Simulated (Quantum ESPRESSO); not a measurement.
# MgO (Fm-3m) in Quantum ESPRESSO: notebook, part 2 of 2

Quantum ESPRESSO 7.5. Earlier steps stand in the parts before.

### Step 3. Band structure, r2SCAN

pw.in

```
&CONTROL
  calculation = 'scf'
  prefix = 'pwscf'
  outdir = './tmp'
  pseudo_dir = './pseudo'
  tprnfor = .true.
  tstress = .true.
  disk_io = 'low'
/
&SYSTEM
  ibrav = 0
  nat = 2
  ntyp = 2
  ecutwfc = 88
  nbnd = 14
  input_dft = 'r2scan'
  occupations = 'smearing'
  smearing = 'fd'
  degauss = 0.00367493
  nosym = .true.
/
&ELECTRONS
  conv_thr = 1d-08
  electron_maxstep = 120
  mixing_beta = 0.5
/
ATOMIC_SPECIES
Mg    24.3050 Mg_ONCV_PBE-1.2.upf
O     15.9990 O_ONCV_PBE-1.2.upf
CELL_PARAMETERS angstrom
   0.0000000000    2.0970013927    2.0970013927
   2.0970013927    0.0000000000    2.0970013927
   2.0970013927    2.0970013927    0.0000000000
ATOMIC_POSITIONS angstrom
Mg     0.0000000000    0.0000000000    0.0000000000
O      2.0970013927    2.0970013927    2.0970013927
K_POINTS automatic
8 8 8 0 0 0
```

pp_density.in

```
&INPUTPP
  prefix = 'pwscf'
  outdir = './tmp'
  filplot = 'density.dat'
  plot_num = 0
/
&PLOT
  nfile = 1
  filepp(1) = 'density.dat'
  iflag = 3
  output_format = 6
  fileout = 'density.cube'
/
```

pp_potential.in

```
&INPUTPP
  prefix = 'pwscf'
  outdir = './tmp'
  filplot = 'potential.dat'
  plot_num = 11
/
&PLOT
  nfile = 1
  filepp(1) = 'potential.dat'
  iflag = 3
  output_format = 6
  fileout = 'potential.cube'
/
```

pp_elf.in

```
&INPUTPP
  prefix = 'pwscf'
  outdir = './tmp'
  filplot = 'elf.dat'
  plot_num = 8
/
&PLOT
  nfile = 1
  filepp(1) = 'elf.dat'
  iflag = 3
  output_format = 6
  fileout = 'elf.cube'
/
```

bands.in

```
&CONTROL
  calculation = 'bands'
  prefix = 'pwscf'
  outdir = './tmp'
  pseudo_dir = './pseudo'
  disk_io = 'low'
  verbosity = 'high'
/
&SYSTEM
  ibrav = 0
  nat = 2
  ntyp = 2
  ecutwfc = 88
  nbnd = 14
  input_dft = 'r2scan'
  occupations = 'smearing'
  smearing = 'fd'
  degauss = 0.00367493
  nosym = .true.
/
&ELECTRONS
  conv_thr = 1d-08
  electron_maxstep = 120
  mixing_beta = 0.5
  diago_full_acc = .true.
  startingwfc = 'random'
/
ATOMIC_SPECIES
Mg    24.3050 Mg_ONCV_PBE-1.2.upf
O     15.9990 O_ONCV_PBE-1.2.upf
CELL_PARAMETERS angstrom
   0.0000000000    2.0970013927    2.0970013927
   2.0970013927    0.0000000000    2.0970013927
   2.0970013927    2.0970013927    0.0000000000
ATOMIC_POSITIONS angstrom
Mg     0.0000000000    0.0000000000    0.0000000000
O      2.0970013927    2.0970013927    2.0970013927
K_POINTS crystal
60
 0.0000000000  0.0000000000  0.0000000000 1
 0.0625000000  0.0000000000  0.0625000000 1
 0.1250000000  0.0000000000  0.1250000000 1
 0.1875000000  0.0000000000  0.1875000000 1
 0.2500000000  0.0000000000  0.2500000000 1
 0.3125000000  0.0000000000  0.3125000000 1
 0.3750000000  0.0000000000  0.3750000000 1
 0.4375000000  0.0000000000  0.4375000000 1
 0.5000000000  0.0000000000  0.5000000000 1
 0.5000000000  0.0625000000  0.5625000000 1
 0.5000000000  0.1250000000  0.6250000000 1
 0.5000000000  0.1875000000  0.6875000000 1
 0.5000000000  0.2500000000  0.7500000000 1
 0.4375000000  0.3125000000  0.7500000000 1
 0.3750000000  0.3750000000  0.7500000000 1
 0.3375000000  0.3375000000  0.6750000000 1
 0.3000000000  0.3000000000  0.6000000000 1
 0.2625000000  0.2625000000  0.5250000000 1
 0.2250000000  0.2250000000  0.4500000000 1
 0.1875000000  0.1875000000  0.3750000000 1
 0.1500000000  0.1500000000  0.3000000000 1
 0.1125000000  0.1125000000  0.2250000000 1
 0.0750000000  0.0750000000  0.1500000000 1
 0.0375000000  0.0375000000  0.0750000000 1
 0.0000000000  0.0000000000  0.0000000000 1
 0.0625000000  0.0625000000  0.0625000000 1
 0.1250000000  0.1250000000  0.1250000000 1
 0.1875000000  0.1875000000  0.1875000000 1
 0.2500000000  0.2500000000  0.2500000000 1
 0.3125000000  0.3125000000  0.3125000000 1
 0.3750000000  0.3750000000  0.3750000000 1
 0.4375000000  0.4375000000  0.4375000000 1
 0.5000000000  0.5000000000  0.5000000000 1
 0.5250000000  0.4500000000  0.5250000000 1
 0.5500000000  0.4000000000  0.5500000000 1
 0.5750000000  0.3500000000  0.5750000000 1
 0.6000000000  0.3000000000  0.6000000000 1
 0.6250000000  0.2500000000  0.6250000000 1
 0.5833333333  0.2500000000  0.6666666667 1
 0.5416666667  0.2500000000  0.7083333333 1
 0.5000000000  0.2500000000  0.7500000000 1
 0.5000000000  0.2857142857  0.7142857143 1
 0.5000000000  0.3214285714  0.6785714286 1
 0.5000000000  0.3571428571  0.6428571429 1
 0.5000000000  0.3928571429  0.6071428571 1
 0.5000000000  0.4285714286  0.5714285714 1
 0.5000000000  0.4642857143  0.5357142857 1
 0.5000000000  0.5000000000  0.5000000000 1
 0.4821428571  0.4821428571  0.5357142857 1
 0.4642857143  0.4642857143  0.5714285714 1
 0.4464285714  0.4464285714  0.6071428571 1
 0.4285714286  0.4285714286  0.6428571429 1
 0.4107142857  0.4107142857  0.6785714286 1
 0.3928571429  0.3928571429  0.7142857143 1
 0.3750000000  0.3750000000  0.7500000000 1
 0.6250000000  0.2500000000  0.6250000000 1
 0.5937500000  0.1875000000  0.5937500000 1
 0.5625000000  0.1250000000  0.5625000000 1
 0.5312500000  0.0625000000  0.5312500000 1
 0.5000000000  0.0000000000  0.5000000000 1
```

Potentials or basis: SG15 PBE 1.2.

Launch:

```
> OMP_NUM_THREADS=1 pw.x -in pw.in > pw.out
> OMP_NUM_THREADS=1 pp.x -in pp_density.in > pp_density.out
> OMP_NUM_THREADS=1 pp.x -in pp_potential.in > pp_potential.out
> OMP_NUM_THREADS=1 pp.x -in pp_elf.in > pp_elf.out
> OMP_NUM_THREADS=1 pw.x -in bands.in > bands.out
```

pw.out:

```text
This program is part of the open-source Quantum ESPRESSO suite
     for quantum simulation of materials; please cite
         "P. Giannozzi et al., J. Phys.:Condens. Matter 21 395502 (2009);
         "P. Giannozzi et al., J. Phys.:Condens. Matter 29 465901 (2017);
         "P. Giannozzi et al., J. Chem. Phys. 152 154105 (2020);
     in publications or presentations arising from this work. More details at

     IMPORTANT: XC functional enforced from input :
     Exchange-correlation= R2SCAN
                           (   0   0   0   0   0 497 498)
     Any further DFT definition will be discarded
     Please, verify this is what you really want

     G-vector sticks info
     --------------------
     sticks:   dense  smooth     PW     G-vecs:    dense   smooth      PW
     Sum         757     757    241                13851    13851    2445

     Using Slab Decomposition

     bravais-lattice index     =            0
     lattice parameter (alat)  =       5.6042  a.u.
     unit-cell volume          =     124.4580 (a.u.)^3
     number of atoms/cell      =            2
     number of atomic types    =            2
     number of electrons       =        16.00
     number of Kohn-Sham states=           14
     kinetic-energy cutoff     =      88.0000  Ry
     charge density cutoff     =     352.0000  Ry
     scf convergence threshold =      1.0E-08
     mixing beta               =       0.5000
     number of iterations used =            8  plain     mixing
     Exchange-correlation= R2SCAN
                           (   0   0   0   0   0 497 498)

     celldm(1)=   5.604187  celldm(2)=   0.000000  celldm(3)=   0.000000
     celldm(4)=   0.000000  celldm(5)=   0.000000  celldm(6)=   0.000000

     crystal axes: (cart. coord. in units of alat)
[... 46 lines left out ...]

     WARNING: libxc functional with ID  497 depends
      on external parameters: check the user_guide of
      QE if you need to modify them or to check their
      default values.

     WARNING: libxc functional with ID  498 depends
      on external parameters: check the user_guide of
      QE if you need to modify them or to check their
      default values.

     Initial potential from superposition of free atoms

     starting charge      15.9336, renormalised to      16.0000
     Starting wfcs are random

     Self-consistent Calculation

     iteration #  1     ecut=    88.00 Ry     beta= 0.50
     Davidson diagonalization with overlap
     ethr =  1.00E-02,  avg # of iterations =  7.6

     total energy              =    -140.86515501 Ry
     estimated scf accuracy    <      37.41318698 Ry
[... 57 lines left out ...]
     iteration # 10     ecut=    88.00 Ry     beta= 0.50
     Davidson diagonalization with overlap
     ethr =  9.23E-11,  avg # of iterations =  1.0

     End of self-consistent calculation

     Number of k-points >= 100: set verbosity='high' to print the bands.

     the Fermi energy is    10.9272 ev

!    total energy              =    -140.98987593 Ry
     estimated scf accuracy    <          5.2E-11 Ry
     smearing contrib. (-TS)   =       0.00000000 Ry
     internal energy E=F+TS    =    -140.98987593 Ry

     The total energy is F=E-TS. E is the sum of the following terms:
     one-electron contribution =     -55.92428349 Ry
     hartree contribution      =      31.51856725 Ry
     xc contribution           =     -21.40939400 Ry
     ewald contribution        =     -95.17476569 Ry

     convergence has been achieved in  10 iterations

     Forces acting on atoms (cartesian axes, Ry/au):

     atom    1 type  1   force =     0.00000009   -0.00000005   -0.00000005
     atom    2 type  2   force =    -0.00000009    0.00000005    0.00000005

     Total force =     0.000000     Total SCF correction =     0.000000
     SCF correction compared to forces is large: reduce conv_thr to get better values

     Computing stress (Cartesian axis) and pressure

          total   stress  (Ry/bohr**3)                   (kbar)     P=       24.64
   0.00016752   0.00000000   0.00000000           24.64        0.00        0.00
   0.00000000   0.00016752  -0.00000000            0.00       24.64       -0.00
   0.00000000  -0.00000000   0.00016752            0.00       -0.00       24.64

=------------------------------------------------------------------------------=
   JOB DONE.
=------------------------------------------------------------------------------=
```

pp_density.out:

```text
This program is part of the open-source Quantum ESPRESSO suite
     for quantum simulation of materials; please cite
         "P. Giannozzi et al., J. Phys.:Condens. Matter 21 395502 (2009);
         "P. Giannozzi et al., J. Phys.:Condens. Matter 29 465901 (2017);
         "P. Giannozzi et al., J. Chem. Phys. 152 154105 (2020);
     in publications or presentations arising from this work. More details at

     WARNING: libxc functional with ID  497 depends
      on external parameters: check the user_guide of
      QE if you need to modify them or to check their
      default values.

     WARNING: libxc functional with ID  498 depends
      on external parameters: check the user_guide of
      QE if you need to modify them or to check their
      default values.

     IMPORTANT: XC functional enforced from input :
     Exchange-correlation= R2SCAN
                           (   0   0   0   0   0 497 498)
     Any further DFT definition will be discarded
     Please, verify this is what you really want

     G-vector sticks info
     --------------------
     sticks:   dense  smooth     PW     G-vecs:    dense   smooth      PW
     Sum         757     757    241                13851    13851    2445

     Using Slab Decomposition

     Reading meta-gga kinetic term

     Calling punch_plot, plot_num =   0
     Writing data to file  density.dat
     Reading data from file  density.dat

     Writing data to be plotted to file density.cube
     Plot Type: 3D                     Output format: Gaussian cube

=------------------------------------------------------------------------------=
   JOB DONE.
=------------------------------------------------------------------------------=
```

It took 5.4 min on 1 thread of Arm Neoverse V2, shared host; peak memory 0.14 GiB.

Results:

```yaml
Free_energy: -1918.2650 eV
Pressure: 2.5 GPa
Band_gap_on_the_k_mesh: 5.66 eV, direct
Band_gap_along_the_path: 5.66 eV, direct
```

Levels at the corners of the path, in eV from the valence-band top:
| point | band 4 | band 5 | band 6 | band 7 | band 8 | band 9 | band 10 | band 11 | band 12 | band 13 |
| --- | --- | --- | --- | --- | --- | --- | --- | --- | --- | --- |
| Γ | -39.99 | -18.42 | 0.00 | 0.00 | 0.00 | 5.66 | 16.97 | 16.97 | 16.97 | 21.04 |
| X | -40.02 | -16.93 | -4.11 | -1.37 | -1.37 | 10.07 | 11.31 | 14.52 | 20.86 | 20.86 |
| W | -40.02 | -16.87 | -2.97 | -2.97 | -1.80 | 12.84 | 12.84 | 13.64 | 17.05 | 23.72 |
| K | -40.01 | -16.90 | -3.51 | -2.73 | -1.18 | 11.18 | 13.19 | 13.86 | 19.84 | 19.95 |
| Γ | -39.99 | -18.42 | 0.00 | 0.00 | 0.00 | 5.66 | 16.97 | 16.97 | 16.97 | 21.04 |
| L | -40.00 | -17.13 | -4.66 | -0.69 | -0.69 | 8.94 | 14.00 | 17.87 | 17.87 | 22.68 |
| U | -40.01 | -16.90 | -3.51 | -2.73 | -1.18 | 11.18 | 13.19 | 13.86 | 19.84 | 19.95 |
| W | -40.02 | -16.87 | -2.97 | -2.97 | -1.80 | 12.84 | 12.84 | 13.64 | 17.05 | 23.72 |
| L | -40.00 | -17.13 | -4.66 | -0.69 | -0.69 | 8.94 | 14.00 | 17.87 | 17.87 | 22.68 |
| K | -40.01 | -16.90 | -3.51 | -2.73 | -1.18 | 11.18 | 13.19 | 13.86 | 19.84 | 19.95 |
| U | -40.01 | -16.90 | -3.51 | -2.73 | -1.18 | 11.18 | 13.19 | 13.86 | 19.84 | 19.95 |
| X | -40.02 | -16.93 | -4.11 | -1.37 | -1.37 | 10.07 | 11.31 | 14.52 | 20.86 | 20.86 |

Caveat: the potentials were made for another functional, which shifts forces and pressure.

### Step 4. Band structure, SCAN

Changes to pw.in since step 3:

```diff
@@ -15,3 +15,3 @@
   nbnd = 14
-  input_dft = 'r2scan'
+  input_dft = 'scan'
   occupations = 'smearing'
```

Changes to bands.in since step 3:

```diff
@@ -14,3 +14,3 @@
   nbnd = 14
-  input_dft = 'r2scan'
+  input_dft = 'scan'
   occupations = 'smearing'
```

Launch:

```
> OMP_NUM_THREADS=1 pw.x -in pw.in > pw.out
> OMP_NUM_THREADS=1 pw.x -in bands.in > bands.out
```

Run time: 5 min. Hardware: 1 thread of Arm Neoverse V2, shared host; peak memory 0.14 GiB.

The run converged. Its results:

| Item | Value |
| --- | --- |
| Free energy | -1917.9880 eV |
| Pressure | 1.9 GPa |
| Band gap on the k mesh | 5.65 eV, direct |
| Band gap along the path | 5.65 eV, direct |

Levels at the corners of the path, in eV from the valence-band top:
| point | band 6 | band 7 | band 8 | band 9 | band 10 | band 11 |
| --- | --- | --- | --- | --- | --- | --- |
| Γ | 0.00 | 0.00 | 0.00 | 5.65 | 16.94 | 16.94 |
| X | -4.11 | -1.37 | -1.37 | 10.03 | 11.33 | 14.48 |
| W | -2.97 | -2.97 | -1.79 | 12.80 | 12.80 | 13.66 |
| K | -3.52 | -2.73 | -1.18 | 11.14 | 13.20 | 13.81 |
| Γ | 0.00 | 0.00 | 0.00 | 5.65 | 16.94 | 16.94 |
| L | -4.65 | -0.69 | -0.69 | 8.90 | 13.98 | 17.83 |
| U | -3.52 | -2.73 | -1.18 | 11.14 | 13.20 | 13.81 |
| W | -2.97 | -2.97 | -1.79 | 12.80 | 12.80 | 13.66 |
| L | -4.65 | -0.69 | -0.69 | 8.90 | 13.98 | 17.83 |
| K | -3.52 | -2.73 | -1.18 | 11.14 | 13.20 | 13.81 |
| U | -3.52 | -2.73 | -1.18 | 11.14 | 13.20 | 13.81 |
| X | -4.11 | -1.37 | -1.37 | 10.03 | 11.33 | 14.48 |

Caveat: the potentials were made for another functional, which shifts forces and pressure.

### Step 5. Overview

```tsv
level	k mesh	SCF threshold	symmetry	gap on the mesh (eV)	pressure (GPa)
AM05	11 × 11 × 11	4e-10 Ry	-	4.76	4.6
r2SCAN	8 × 8 × 8	1e-08 Ry	off	5.66	2.5
SCAN	8 × 8 × 8	1e-08 Ry	off	5.65	1.9
```

Alike in all rows: task band structure; potentials or basis SG15 PBE 1.2; no spin polarisation; cell as given; cutoff (eV) 1197; smearing fermi-dirac 0.05 eV.

On the cell as given the gap runs from 4.76 eV (AM05) to 5.66 eV (r2SCAN); the meshes differ, which moves gaps too. The pressure there spans 1.9 GPa (SCAN) to 4.6 GPa (AM05); a positive pressure means that this level wants a larger cell, a negative one a smaller.

Caveats: the potentials were made for another functional, which shifts forces and pressure.

Total energies depend on the potentials used, so only differences within one code and one set of settings carry meaning.

### Step 6. Against experiment

Step 2. Against the measured gap of MgO, 7.83 eV (quoted in “Electronic structure of alkaline earth and post-transition metal oxides”, 2009, arxiv:0908.1581), the calculated 4.76 eV is off by -3.07 eV. The value is that of AM05, without temperature or zero-point motion. Semilocal functionals fall short of measured gaps as a rule. The cell is a database's relaxed one, not the measured one, which moves gaps too.

Step 3. A measured gap of MgO is 7.83 eV (quoted in “Electronic structure of alkaline earth and post-transition metal oxides”, 2009, arxiv:0908.1581); the calculated 5.66 eV misses it by -2.17 eV. The value is that of r2SCAN, without temperature or zero-point motion. The cell is a database's relaxed one, not the measured one, which moves gaps too.

Step 4. Measured gap of MgO: 7.83 eV (quoted in “Electronic structure of alkaline earth and post-transition metal oxides”, 2009, arxiv:0908.1581). This calculation gives 5.65 eV (-2.18 eV). The value is that of SCAN, without temperature or zero-point motion. The cell is a database's relaxed one, not the measured one, which moves gaps too.
